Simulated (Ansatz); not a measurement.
# C: the cost of one run

Method: DFT PBEsol, scalar-relativistic, plane waves, PAW, in Ansatz 0.2.0.

## (1) The system as given

Symmetry: Cmce, No. 64, orthorhombic system. The conventional cell has a = 3.784 Å, b = 6.413 Å, c = 3.789 Å, α = 90.00°, β = 90.00°, γ = 90.00°. Around C (site symmetry m) lie 7 C at 2.04 to 2.34 Å.

As a file:

```xyz
4
Lattice="1.8919 -3.2065 0.0000 1.8919 3.2065 0.0000 0.0000 0.0000 3.7889" Properties=species:S:1:pos:R:3 pbc="T T T"
C     1.8919    2.2285    0.2974
C     1.8919   -0.9780    1.5970
C     1.8919   -2.2285    3.4915
C     1.8919    0.9780    2.1919
```

This is candidate A: alpha-gallium type (Cmce, No. 64).

(A quick probe on a coarse mesh, which set the mesh and smearing, is not shown.)

## (3) A loose first relaxation (candidate A)

input.yaml

```yaml
crystal:
  lattice:
    - [1.8919426155, -3.2064918765, 0.0]
    - [1.8919426155, 3.2064918765, 0.0]
    - [0.0, 0.0, 3.7889184435]
  atoms:
    - { symbol: C, position: [0.1525, 0.8475, 0.0785] }
    - { symbol: C, position: [0.6525, 0.3475, 0.4215] }
    - { symbol: C, position: [0.8475, 0.1525, 0.9215] }
    - { symbol: C, position: [0.3475, 0.6525, 0.5785] }
basis:
  ecutwfc: 420
kpoints:
  mp_grid: { grid: [6, 6, 4] }
hamiltonian:
  xc: pbesol
scf:
  occupations: { method: gaussian, width: 0.1 }
  lower_state_search: "off"
output:
  forces: true
  stress: true
  eigenvalues: true
relax:
  adjacent_minimum: "off"
  f_tol: 0.04
  max_steps: 70
  cell: { stress_tol: 0.4 }
```

Q: Estimate wall time and peak memory on 1 thread of an x86-64 CPU, shared host.

About 29 s, with a peak of 0.37 GiB.
